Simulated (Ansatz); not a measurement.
# Nb: equation of state with PBEsol

**What was measured.**

From “Pressure effects on the electronic structure and superconductivity of (TaNb)0.67(HfZrTi)0.33 high entropy alloy”, 2019, arxiv:1910.08312, for a bulk crystal of Nb: bulk modulus 169 GPa.

Crystal: Nb.

```
CELL_PARAMETERS angstrom
-1.66395 1.66395 1.66395
1.66395 -1.66395 1.66395
1.66395 1.66395 -1.66395
ATOMIC_POSITIONS crystal
Nb 0.00000 0.00000 0.00000
```

```yaml
Program: Ansatz 0.2.0
Task: equation of state
Functional: PBEsol
Potentials_or_basis: Ansatz PAW
Cutoff: 420 eV
Density_cutoff: 1680 eV
k_mesh: 11 × 11 × 11
Occupations: fermi-dirac, width 0.05 eV
Spin: spin-orbit coupling, no magnetisation
```

| Item | Value |
| --- | --- |
| Equilibrium volume | 17.59 Å³/atom |
| Bulk modulus | 181 GPa |
| Pressure derivative of the bulk modulus | 3.3 |

Energy against volume, from the lowest point:
```csv
volume (Å³/atom),energy (meV/atom)
17.322,2.10
17.691,0.00
18.060,6.38
18.428,20.56
18.797,41.88
19.165,69.71
19.534,103.45
```

All runs of the series together: 6.7 s on 2 threads of Intel(R) Xeon(R) 6975P-C (Granite Rapids), with other jobs on the host.

Against the measured bulk modulus of Nb, 169 GPa (quoted in “Pressure effects on the electronic structure and superconductivity of (TaNb)0.67(HfZrTi)0.33 high entropy alloy”, 2019, arxiv:1910.08312), the calculated 181 GPa is off by +7.1 %. The fit is for a static lattice scaled at fixed shape and fixed fractional positions.
